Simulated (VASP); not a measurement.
A run of VASP 6.6.1:

The input INCAR:

```
SYSTEM = KCl
ALGO = Normal
EDIFF = 1E-6
ENCUT = 520
GGA = PE
ISIF = 2
ISMEAR = 0
LASPH = .TRUE.
LCHARG = .FALSE.
LREAL = .FALSE.
LWAVE = .FALSE.
NBANDS = 42
NELM = 60
PREC = Accurate
SIGMA = 0.1
```

File KPOINTS:

```
k-points
0
G
  3 2 2
  0 0 0
```

Contents of POSCAR:

```
KCl
1.0
   -3.1622330000      0.0139180000      3.1573680000
    3.1909230000     -6.3626040000      3.1582220000
    3.1523960000      6.3519130000      3.1753660000
K Cl
4 4
Direct
    1.0195555381      1.0096031383     -0.0308735664
    0.0902746243      0.5229672945      0.5710469204
    0.4801204952      0.9741805862      0.4887991976
    0.4398711298      0.5027595482      0.0274143846
    1.0172095445      0.2331218860      0.7737424492
   -0.0259560433      0.7530747728      0.2547729822
    0.4107051325      0.2580311661      0.2758951415
    0.5239984221      0.7554397473      0.7345530312
```

Potentials or basis: VASP PAW PBE potentials, release 64 (K_sv, Cl).

Run with:

```sh
$ cat potpaw_PBE.64/K_sv/POTCAR potpaw_PBE.64/Cl/POTCAR > POTCAR
$ mpirun -np 1 vasp_std > vasp.out
```

Hardware: 1 thread of Intel(R) Xeon(R) Platinum 8488C (Sapphire Rapids) (shared host).

**Question.** Estimate the wall time of this run.

**Answer.** Wall time 73 s on 1 thread of Intel(R) Xeon(R) Platinum 8488C (Sapphire Rapids) (shared host), peak memory 0.33 GiB. Counts: scf iterations 15, k points 8.
